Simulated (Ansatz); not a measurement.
# SiNi: which magnetic state does the SCF reach?

Aim: see which self-consistent states SiNi reaches from different starts at one fixed geometry, and which of them is lowest. The cell (8 atoms) is SiNi in its deposited structure (space group P2_13). Source: COD entry 2300376; the sample's temperature and pressure aren't taken into account.

Program: Ansatz 0.2.0. Level of theory: DFT PBE, PAW, plane waves, scalar-relativistic. These are calculated values, not measurements.

## 1. The starting structure

Symmetry: P2_13, No. 198, cubic system. Conventional cell: a = 4.497 Å, b = 4.497 Å, c = 4.497 Å, α = 90.00°, β = 90.00°, γ = 90.00°. Around Ni (site symmetry 3) lie 7 Si at 2.23 to 2.47 Å. Around Si (site symmetry 3) lie 7 Ni at 2.23 to 2.47 Å.

As a file:

```cif
data_structure
_symmetry_space_group_name_H-M 'P2_13'
_symmetry_Int_Tables_number 198
_cell_length_a 4.4968
_cell_length_b 4.4968
_cell_length_c 4.4968
_cell_angle_alpha 90.000
_cell_angle_beta 90.000
_cell_angle_gamma 90.000
_cell_volume 90.93
loop_
_atom_site_label
_atom_site_type_symbol
_atom_site_symmetry_multiplicity
_atom_site_Wyckoff_symbol
_atom_site_fract_x
_atom_site_fract_y
_atom_site_fract_z
_atom_site_occupancy
Ni1 Ni 4 a 0.14700 0.14700 0.14700 1
Si1 Si 4 a 0.86010 0.86010 0.86010 1
```

Labels such as Si8 number the atoms in the order of the input file.

Planned first: parallel moments, plain SCF; opposed moments +--+, plain SCF; no spin polarisation; spin on, no moments given (the program may seed its own), plain SCF; opposed moments +++-, plain SCF. Further starts follow from what these give.

“Plain SCF” means no search for lower states. 

Moments by site are taken inside atomic spheres; the rest lies between them.

## 2. Parallel moments, plain SCF

The input, input.yaml:

```yaml
crystal:
  lattice:
    - [4.49678, 0.0, 0.0]
    - [0.0, 4.49678, 0.0]
    - [0.0, 0.0, 4.49678]
  atoms:
    - { symbol: Ni, position: [0.147, 0.147, 0.147], spin: 2.0 }
    - { symbol: Ni, position: [0.353, 0.853, 0.647], spin: 2.0 }
    - { symbol: Ni, position: [0.647, 0.353, 0.853], spin: 2.0 }
    - { symbol: Ni, position: [0.853, 0.647, 0.353], spin: 2.0 }
    - { symbol: Si, position: [0.8601, 0.8601, 0.8601] }
    - { symbol: Si, position: [0.6399, 0.1399, 0.3601] }
    - { symbol: Si, position: [0.3601, 0.6399, 0.1399] }
    - { symbol: Si, position: [0.1399, 0.3601, 0.6399] }
magnetization:
  spin_polarized: true
hamiltonian:
  xc: pbe
  pseudopotentials: { kind: paw }
basis:
  ecutwfc: 420
kpoints:
  mp_grid: { grid: [5, 5, 5] }
scf:
  occupations: { method: fermi_dirac, width: 0.1 }
  lower_state_search: "off"
output:
  forces: true
  stress: true
```

The program printed, cut to the lines that bear on the results:

```text
[...]
Pseudopotentials: kind: paw
Pseudopotential: Ni, paw, valence charge 18, recommended cutoff 420 eV (normal), Ni.paw.azcp
Pseudopotential: Si, paw, valence charge 4, recommended cutoff 420 eV (normal), Si.paw.azcp
Functional definition: PBE
[...]
Crystal: 8 atoms, lattice volume = 90.930 Å³
Basis set: ecut = 420 eV, 1791 PW (Γ), exchange–correlation on 64×64×64 points (8 copies of the dense FFT grid, shifted against one another)
Bands: 58, of which v1, the nominal top of the filled ones, is band 44 counted from 1 (43 counted from 0)
Symmetry: 12 space group operations
Space group: P213 (ITA 198), of the structure as read, at distance tolerance 4.5e-5 Å
Magnetic group: BNS 198.9 (UNI 1511), of the structure as read, at distance tolerance 4.5e-5 Å
k-points: 11 of 125 (time reversal used)
[...]
Starting moments: Σ|m| = 8 μB on 4 of 8 sites
[...]
SCF iter   1: F=—  HF=-25904.024917 eV  |F-HF|=—  |Δ(HF+E_count)|=         —  Δρ=1.96e-1 (↑1.01e-1 ↓1.96e-1)  dr2=8.92e0  dr2_m=1.80e1  M=1.347 μB ∫|m|=2.117 μB  β_m=0.30  ethr=3.10e-3  ⟨swp⟩=6.8  Hψ=4923  notcnv=0  defer=7
[...]
spin=Collinear: Kerker preconditioning applied to the charge; magnetization (m = ρ↑ − ρ↓) channel mixes plain (no charge-response kernel on spin).
[...]
spin-set hold released at iteration 2 (the charge has settled, or the pull on large starting moments outlasts its swing): the magnetisation degrees of freedom join the quasi-Newton model from the next iteration; the mixer history was flushed
[...]
SCF iter  12: F=-25905.105542 eV  HF=-25905.105542 eV  |F-HF|=3.89e-10  |Δ(HF+E_count)|=   2.17e-9  Δρ=5.30e-7 (↑5.30e-7 ↓2.94e-7)  dr2=4.55e-10  dr2_m=4.18e-11  M=-0.000 μB ∫|m|=0.000 μB  ethr=1.11e-11  ⟨swp⟩=1.9  Hψ=3618  notcnv=0
WARN: the starting moments were not kept: the SCF closed with an absolute magnetisation of 5.7e-6 μB, where they sum to 8 μB in size (4 sites). That is at most 0.1 of that sum. Measured as dr2_m measures the in/out step, that magnetisation stands 4.9e-12 eV from none, at or under the [...]
SCF converged after 12 iterations
Magnetization: -0.0000 μB (44.0000 up, 44.0000 down)
Absolute magnetization: 0.0000 μB (∫|ρ↑−ρ↓|, with the PAW one-centre terms)
Spin contamination: 0.0000 ħ² per cell (⟨S²⟩ above its minimum at these occupations)
[...]
Free energy (F): -25905.105542 eV
[...]
E sigma→0 (E₀):  -25905.057948 eV
Entropy (-TS):   -0.095189 eV (-11.899 meV/atom)
Fermi energy:    16.562502 eV
[...]
--- Forces (eV/Å), atoms counted from 1 ---
  atom   1  Ni     0.20425715     0.20425715     0.20425715
  atom   2  Ni    -0.20425715    -0.20425715     0.20425715
  atom   3  Ni     0.20425715    -0.20425715    -0.20425715
  atom   4  Ni    -0.20425715     0.20425715    -0.20425715
  atom   5  Si    -0.68219859    -0.68219859    -0.68219859
  atom   6  Si     0.68219859     0.68219859    -0.68219859
  atom   7  Si    -0.68219859     0.68219859     0.68219859
  atom   8  Si     0.68219859    -0.68219859     0.68219859
[...]
--- Stress (GPa, compression-positive) ---
        3.841701       0.000000      -0.000000
        0.000000       3.841701      -0.000000
       -0.000000      -0.000000       3.841701
  P = ⅓ Tr σ = 3.8417 GPa (38.417 kbar)
```

Run time: 5.6 s. Hardware: 2 threads of an x86-64 CPU, shared host; peak memory 0.42 GiB.

End: non-magnetic, no gap on the k-mesh.

## 3. Opposed moments +--+, plain SCF

input.yaml: that of step 2 with these lines changed.

```diff
@@ -7,4 +7,4 @@
     - { symbol: Ni, position: [0.147, 0.147, 0.147], spin: 2.0 }
-    - { symbol: Ni, position: [0.353, 0.853, 0.647], spin: 2.0 }
-    - { symbol: Ni, position: [0.647, 0.353, 0.853], spin: 2.0 }
+    - { symbol: Ni, position: [0.353, 0.853, 0.647], spin: -2.0 }
+    - { symbol: Ni, position: [0.647, 0.353, 0.853], spin: -2.0 }
     - { symbol: Ni, position: [0.853, 0.647, 0.353], spin: 2.0 }
```

The program printed, cut to the lines that bear on the results:

```text
[... 12 lines as in an earlier run ...]
Symmetry: 2 space group operations
Space group: P21 (ITA 4), of the structure as read, at distance tolerance 4.5e-5 Å
Magnetic group: BNS 19.27 (UNI 125), of the structure as read, at distance tolerance 4.5e-5 Å
k-points: 39 of 125 (time reversal used)
[... 6 lines as in an earlier run ...]
Starting moments: Σ|m| = 8 μB on 4 of 8 sites
Starting magnetic order: altermagnet, d-wave, planar spin-momentum locking; spin-degenerate planes through Γ normal to [0 0 1], [1 0 0] of the run's lattice
[... 2 lines as in an earlier run ...]
SCF iter   1: F=—  HF=-25904.069597 eV  |F-HF|=—  |Δ(HF+E_count)|=         —  Δρ=1.55e-1 (↑1.55e-1 ↓1.55e-1)  dr2=8.90e0  dr2_m=1.77e1  M=-0.000 μB ∫|m|=2.104 μB  β_m=0.30  ethr=3.10e-3  ⟨swp⟩=5.9  Hψ=16940  notcnv=0  defer=119
[...]
[... 1 line as in an earlier run ...]
[...]
[... 1 line as in an earlier run ...]
[...]
SCF iter  13: F=-25905.105542 eV  HF=-25905.105542 eV  |F-HF|=2.23e-9  |Δ(HF+E_count)|=   2.81e-9  Δρ=1.01e-6 (↑1.01e-6 ↓7.38e-7)  dr2=1.91e-9  dr2_m=2.64e-11  M=0.000 μB ∫|m|=0.000 μB  ethr=1.55e-11  ⟨swp⟩=2.0  Hψ=11998  notcnv=0
WARN: the starting moments were not kept: the SCF closed with an absolute magnetisation of 1.0e-5 μB, where they sum to 8 μB in size (4 sites). That is at most 0.1 of that sum. Measured as dr2_m measures the in/out step, that magnetisation stands 2.4e-11 eV from none, at or under the [...]
SCF converged after 13 iterations
Magnetization: 0.0000 μB (44.0000 up, 44.0000 down)
Absolute magnetization: 0.0000 μB (∫|ρ↑−ρ↓|, with the PAW one-centre terms)
Spin contamination: 0.0000 ħ² per cell (⟨S²⟩ above its minimum at these occupations)
[...]
Free energy (F): -25905.105542 eV
[...]
E sigma→0 (E₀):  -25905.057948 eV
Entropy (-TS):   -0.095189 eV (-11.899 meV/atom)
Fermi energy:    16.562501 eV
[... 30 lines left out: energy terms, forces, stress ...]
```

It took 21 s on 2 threads of an x86-64 CPU, shared host; peak memory 0.62 GiB.

Nothing new: the 13 iterations lead to the state found in step 2 (non-magnetic).

## 4. No spin polarisation

The input, input.yaml:

```yaml
crystal:
  lattice:
    - [4.49678, 0.0, 0.0]
    - [0.0, 4.49678, 0.0]
    - [0.0, 0.0, 4.49678]
  atoms:
    - { symbol: Ni, position: [0.147, 0.147, 0.147] }
    - { symbol: Ni, position: [0.353, 0.853, 0.647] }
    - { symbol: Ni, position: [0.647, 0.353, 0.853] }
    - { symbol: Ni, position: [0.853, 0.647, 0.353] }
    - { symbol: Si, position: [0.8601, 0.8601, 0.8601] }
    - { symbol: Si, position: [0.6399, 0.1399, 0.3601] }
    - { symbol: Si, position: [0.3601, 0.6399, 0.1399] }
    - { symbol: Si, position: [0.1399, 0.3601, 0.6399] }
hamiltonian:
  xc: pbe
  pseudopotentials: { kind: paw }
basis:
  ecutwfc: 420
kpoints:
  mp_grid: { grid: [5, 5, 5] }
scf:
  occupations: { method: fermi_dirac, width: 0.1 }
  lower_state_search: "off"
output:
  forces: true
  stress: true
```

The program printed, cut to the lines that bear on the results:

```text
[... 11 lines as in an earlier run ...]
Bands: 52, of which v1, the nominal top of the filled ones, is band 44 counted from 1 (43 counted from 0)
[... 8 lines as in an earlier run ...]
[...]
[... 2 lines as in an earlier run ...]
SCF iter   1: F=—  HF=-25905.107177 eV  |F-HF|=—  |Δ(HF+E_count)|=         —  Δρ=4.99e-3  dr2=1.28e-2  ethr=1.77e-3  ⟨swp⟩=7.3  Hψ=2236  notcnv=0
[...]
SCF iter   7: F=-25905.105542 eV  HF=-25905.105542 eV  |F-HF|=6.68e-8  |Δ(HF+E_count)|=   1.47e-7  Δρ=1.11e-5  dr2=8.51e-8  ethr=1.14e-10  ⟨swp⟩=5.0  Hψ=2363  notcnv=0
[...]
SCF converged after 7 iterations
Free energy (F): -25905.105542 eV
[...]
E sigma→0 (E₀):  -25905.057946 eV
Entropy (-TS):   -0.095191 eV (-11.899 meV/atom)
Fermi energy:    16.562550 eV
[... 30 lines left out: energy terms, forces, stress ...]
```

Wall time 1.8 s (2 threads of an x86-64 CPU, shared host); peak memory 0.41 GiB.

The run ends in the same state as step 2 (non-magnetic); it took 7 iterations.

## 5. Spin on, no moments given (the program may seed its own), plain SCF

input.yaml: that of step 4 with these lines changed.

```diff
@@ -27 +27,3 @@
   stress: true
+magnetization:
+  spin_polarized: true
```

The program printed, cut to the lines that bear on the results:

```text
band count auto-derived: 56 (N_el = 88.0; filled up to band 44; 53 by the electrons, moments and atoms)
[... 11 lines as in an earlier run ...]
Bands: 56, of which v1, the nominal top of the filled ones, is band 44 counted from 1 (43 counted from 0)
[... 8 lines as in an earlier run ...]
[...]
[... 2 lines as in an earlier run ...]
SCF iter   1: F=—  HF=-25906.899049 eV  |F-HF|=—  |Δ(HF+E_count)|=         —  Δρ=5.78e-2 (↑5.78e-2 ↓5.78e-2)  dr2=1.10e1  dr2_m=0.00e0  M=0.000 μB ∫|m|=0.000 μB  β_m=0.30  ethr=3.10e-3  ⟨swp⟩=6.3  Hψ=2360  notcnv=0  defer=6
[...]
spin=Collinear: Resta preconditioning applied to the charge; magnetization (m = ρ↑ − ρ↓) channel mixes plain (no charge-response kernel on spin).
[...]
SCF iter  14: F=-25905.105542 eV  HF=-25905.105542 eV  |F-HF|=5.60e-8  |Δ(HF+E_count)|=   8.87e-8  Δρ=5.36e-6 (↑5.36e-6 ↓5.36e-6)  dr2=6.61e-8  dr2_m=0.00e0  M=0.000 μB ∫|m|=0.000 μB  ethr=1.14e-10  ⟨swp⟩=3.0  Hψ=2324  notcnv=0
[...]
SCF converged after 14 iterations
Magnetization: 0.0000 μB (44.0000 up, 44.0000 down)
Absolute magnetization: 0.0000 μB (∫|ρ↑−ρ↓|)
Spin contamination: 0.0000 ħ² per cell (⟨S²⟩ above its minimum at these occupations)
Per-site moments (μB) at R_I (Å): [(0.0, 0.9217576893520268), (0.0, 0.9217576893520267), (0.0, 0.9217576893520267), (0.0, 0.9217576893520267), (0.0, 0.9217576893520268), (0.0, 0.9217576893520267), (0.0, 0.9217576893520267), (0.0, 0.9217576893520267)]
Free energy (F): -25905.105542 eV
[...]
E sigma→0 (E₀):  -25905.057948 eV
Entropy (-TS):   -0.095187 eV (-11.898 meV/atom)
Fermi energy:    16.562451 eV
[... 30 lines left out: energy terms, forces, stress ...]
```

Wall time 4 s (2 threads of an x86-64 CPU, shared host); peak memory 0.45 GiB.

This is the state of step 2 again (non-magnetic), after 14 iterations.

## 6. Opposed moments +++-, plain SCF

The input, input.yaml:

```yaml
crystal:
  lattice:
    - [4.49678, 0.0, 0.0]
    - [0.0, 4.49678, 0.0]
    - [0.0, 0.0, 4.49678]
  atoms:
    - { symbol: Ni, position: [0.147, 0.147, 0.147], spin: 2.0 }
    - { symbol: Ni, position: [0.353, 0.853, 0.647], spin: 2.0 }
    - { symbol: Ni, position: [0.647, 0.353, 0.853], spin: 2.0 }
    - { symbol: Ni, position: [0.853, 0.647, 0.353], spin: -2.0 }
    - { symbol: Si, position: [0.8601, 0.8601, 0.8601] }
    - { symbol: Si, position: [0.6399, 0.1399, 0.3601] }
    - { symbol: Si, position: [0.3601, 0.6399, 0.1399] }
    - { symbol: Si, position: [0.1399, 0.3601, 0.6399] }
magnetization:
  spin_polarized: true
hamiltonian:
  xc: pbe
  pseudopotentials: { kind: paw }
basis:
  ecutwfc: 420
kpoints:
  mp_grid: { grid: [5, 5, 5] }
scf:
  occupations: { method: fermi_dirac, width: 0.1 }
  lower_state_search: "off"
output:
  forces: true
  stress: true
```

The program printed, cut to the lines that bear on the results:

```text
[... 12 lines as in an earlier run ...]
Symmetry: 3 space group operations
Space group: R3 (ITA 146), of the structure as read, at distance tolerance 4.5e-5 Å
Magnetic group: BNS 146.10 (UNI 1240), of the structure as read, at distance tolerance 4.5e-5 Å
k-points: 23 of 125 (time reversal used)
[... 6 lines as in an earlier run ...]
Starting moments: Σ|m| = 8 μB on 4 of 8 sites
[... 2 lines as in an earlier run ...]
SCF iter   1: F=—  HF=-25904.054561 eV  |F-HF|=—  |Δ(HF+E_count)|=         —  Δρ=1.76e-1 (↑1.30e-1 ↓1.76e-1)  dr2=8.87e0  dr2_m=1.77e1  M=0.643 μB ∫|m|=2.117 μB  β_m=0.30  ethr=3.10e-3  ⟨swp⟩=6.8  Hψ=10381  notcnv=0  defer=39
[...]
[... 1 line as in an earlier run ...]
[...]
[... 1 line as in an earlier run ...]
[...]
SCF iter  14: F=-25905.105542 eV  HF=-25905.105542 eV  |F-HF|=9.75e-10  |Δ(HF+E_count)|=   1.66e-9  Δρ=6.44e-7 (↑6.44e-7 ↓6.07e-7)  dr2=9.78e-10  dr2_m=2.06e-11  M=-0.000 μB ∫|m|=0.000 μB  ethr=1.64e-11  ⟨swp⟩=2.0  Hψ=7384  notcnv=0
WARN: the starting moments were not kept: the SCF closed with an absolute magnetisation of 4.3e-6 μB, where they sum to 8 μB in size (4 sites). That is at most 0.1 of that sum. Measured as dr2_m measures the in/out step, that magnetisation stands 7.9e-12 eV from none, at or under the [...]
SCF converged after 14 iterations
Magnetization: -0.0000 μB (44.0000 up, 44.0000 down)
Absolute magnetization: 0.0000 μB (∫|ρ↑−ρ↓|, with the PAW one-centre terms)
Spin contamination: 0.0000 ħ² per cell (⟨S²⟩ above its minimum at these occupations)
[...]
Free energy (F): -25905.105542 eV
[...]
E sigma→0 (E₀):  -25905.057947 eV
Entropy (-TS):   -0.095189 eV (-11.899 meV/atom)
Fermi energy:    16.562507 eV
[... 30 lines left out: energy terms, forces, stress ...]
```

Run time: 13 s. Hardware: 2 threads of an x86-64 CPU, shared host; peak memory 0.52 GiB.

Nothing new: the 14 iterations lead to the state found in step 2 (non-magnetic).

## 7. Parallel moments scaled by 0.03, plain SCF

input.yaml: that of step 6 with these lines changed.

```diff
@@ -6,6 +6,6 @@
   atoms:
-    - { symbol: Ni, position: [0.147, 0.147, 0.147], spin: 2.0 }
-    - { symbol: Ni, position: [0.353, 0.853, 0.647], spin: 2.0 }
-    - { symbol: Ni, position: [0.647, 0.353, 0.853], spin: 2.0 }
-    - { symbol: Ni, position: [0.853, 0.647, 0.353], spin: -2.0 }
+    - { symbol: Ni, position: [0.147, 0.147, 0.147], spin: 0.06 }
+    - { symbol: Ni, position: [0.353, 0.853, 0.647], spin: 0.06 }
+    - { symbol: Ni, position: [0.647, 0.353, 0.853], spin: 0.06 }
+    - { symbol: Ni, position: [0.853, 0.647, 0.353], spin: 0.06 }
     - { symbol: Si, position: [0.8601, 0.8601, 0.8601] }
```

The program printed, cut to the lines that bear on the results:

```text
[... 11 lines as in an earlier run ...]
Bands: 53, of which v1, the nominal top of the filled ones, is band 44 counted from 1 (43 counted from 0)
[... 10 lines as in an earlier run ...]
Starting moments: Σ|m| = 0.24 μB on 4 of 8 sites
[... 2 lines as in an earlier run ...]
SCF iter   1: F=—  HF=-25906.928564 eV  |F-HF|=—  |Δ(HF+E_count)|=         —  Δρ=6.25e-2 (↑5.43e-2 ↓6.25e-2)  dr2=1.12e1  dr2_m=1.64e-2  M=0.030 μB ∫|m|=0.058 μB  β_m=0.30  ethr=3.10e-3  ⟨swp⟩=7.1  Hψ=4446  notcnv=0
[...]
[... 1 line as in an earlier run ...]
[...]
[... 1 line as in an earlier run ...]
[...]
spin-set hold released at iteration 6 (site moments contracting): the magnetisation degrees of freedom join the quasi-Newton model from the next iteration; the mixer history was flushed
[...]
SCF iter  14: F=-25905.105542 eV  HF=-25905.105542 eV  |F-HF|=1.09e-11  |Δ(HF+E_count)|=  5.46e-11  Δρ=9.99e-8 (↑5.19e-8 ↓9.99e-8)  dr2=1.61e-11  dr2_m=1.15e-12  M=0.000 μB ∫|m|=0.000 μB  ethr=1.00e-12  ⟨swp⟩=1.0  Hψ=2848  notcnv=0
WARN: the starting moments were not kept: the SCF closed with an absolute magnetisation of 1.8e-6 μB, where they sum to 0.24 μB in size (4 sites). That is at most 0.1 of that sum. Measured as dr2_m measures the in/out step, that magnetisation stands 7.7e-13 eV from none, at or under the [...]
SCF converged after 14 iterations
Magnetization: 0.0000 μB (44.0000 up, 44.0000 down)
Absolute magnetization: 0.0000 μB (∫|ρ↑−ρ↓|, with the PAW one-centre terms)
Spin contamination: 0.0000 ħ² per cell (⟨S²⟩ above its minimum at these occupations)
[...]
Free energy (F): -25905.105542 eV
[...]
E sigma→0 (E₀):  -25905.057947 eV
Entropy (-TS):   -0.095189 eV (-11.899 meV/atom)
Fermi energy:    16.562505 eV
[... 30 lines left out: energy terms, forces, stress ...]
```

Run time: 5.8 s. Hardware: 2 threads of an x86-64 CPU, shared host; peak memory 0.45 GiB.

Nothing new: the 14 iterations lead to the state found in step 2 (non-magnetic).

## 8. Moments +-+- scaled by 1.4, plain SCF

input.yaml: that of step 7 with these lines changed.

```diff
@@ -6,6 +6,6 @@
   atoms:
-    - { symbol: Ni, position: [0.147, 0.147, 0.147], spin: 0.06 }
-    - { symbol: Ni, position: [0.353, 0.853, 0.647], spin: 0.06 }
-    - { symbol: Ni, position: [0.647, 0.353, 0.853], spin: 0.06 }
-    - { symbol: Ni, position: [0.853, 0.647, 0.353], spin: 0.06 }
+    - { symbol: Ni, position: [0.147, 0.147, 0.147], spin: 2.8 }
+    - { symbol: Ni, position: [0.353, 0.853, 0.647], spin: -2.8 }
+    - { symbol: Ni, position: [0.647, 0.353, 0.853], spin: 2.8 }
+    - { symbol: Ni, position: [0.853, 0.647, 0.353], spin: -2.8 }
     - { symbol: Si, position: [0.8601, 0.8601, 0.8601] }
```

The program printed, cut to the lines that bear on the results:

```text
[... 11 lines as in an earlier run ...]
Bands: 60, of which v1, the nominal top of the filled ones, is band 44 counted from 1 (43 counted from 0)
[... 10 lines as in an earlier run ...]
Starting moments: Σ|m| = 11.2 μB on 4 of 8 sites
Starting magnetic order: altermagnet, d-wave, planar spin-momentum locking; spin-degenerate planes through Γ normal to [0 0 1], [0 1 0] of the run's lattice
[... 2 lines as in an earlier run ...]
SCF iter   1: F=—  HF=-25901.455424 eV  |F-HF|=—  |Δ(HF+E_count)|=         —  Δρ=2.02e-1 (↑2.02e-1 ↓2.02e-1)  dr2=7.22e0  dr2_m=3.22e1  M=-0.000 μB ∫|m|=2.851 μB  β_m=0.30  ethr=3.10e-3  ⟨swp⟩=5.8  Hψ=17801  notcnv=0  defer=179
[...]
[... 1 line as in an earlier run ...]
[...]
spin-set hold released at iteration 9 (site moments contracting): the magnetisation degrees of freedom join the quasi-Newton model from the next iteration; the mixer history was flushed
[...]
SCF iter  19: F=-25905.105542 eV  HF=-25905.105542 eV  |F-HF|=7.28e-12  |Δ(HF+E_count)|=  5.13e-10  Δρ=1.15e-7 (↑1.15e-7 ↓1.15e-7)  dr2=3.45e-12  dr2_m=9.63e-12  M=-0.000 μB ∫|m|=0.000 μB  ethr=1.00e-12  ⟨swp⟩=1.0  Hψ=11539  notcnv=0
WARN: the starting moments were not kept: the SCF closed with an absolute magnetisation of 4.7e-6 μB, where they sum to 11.2 μB in size (4 sites). That is at most 0.1 of that sum. Measured as dr2_m measures the in/out step, that magnetisation stands 4.1e-12 eV from none, at or under the [...]
SCF converged after 19 iterations
Magnetization: -0.0000 μB (44.0000 up, 44.0000 down)
Absolute magnetization: 0.0000 μB (∫|ρ↑−ρ↓|, with the PAW one-centre terms)
Spin contamination: 0.0000 ħ² per cell (⟨S²⟩ above its minimum at these occupations)
[...]
Free energy (F): -25905.105542 eV
[...]
E sigma→0 (E₀):  -25905.057947 eV
Entropy (-TS):   -0.095189 eV (-11.899 meV/atom)
Fermi energy:    16.562506 eV
[... 30 lines left out: energy terms, forces, stress ...]
```

It took 28 s on 2 threads of an x86-64 CPU, shared host; peak memory 0.63 GiB.

Nothing new: the 19 iterations lead to the state found in step 2 (non-magnetic).

[end of part 1 of 2]
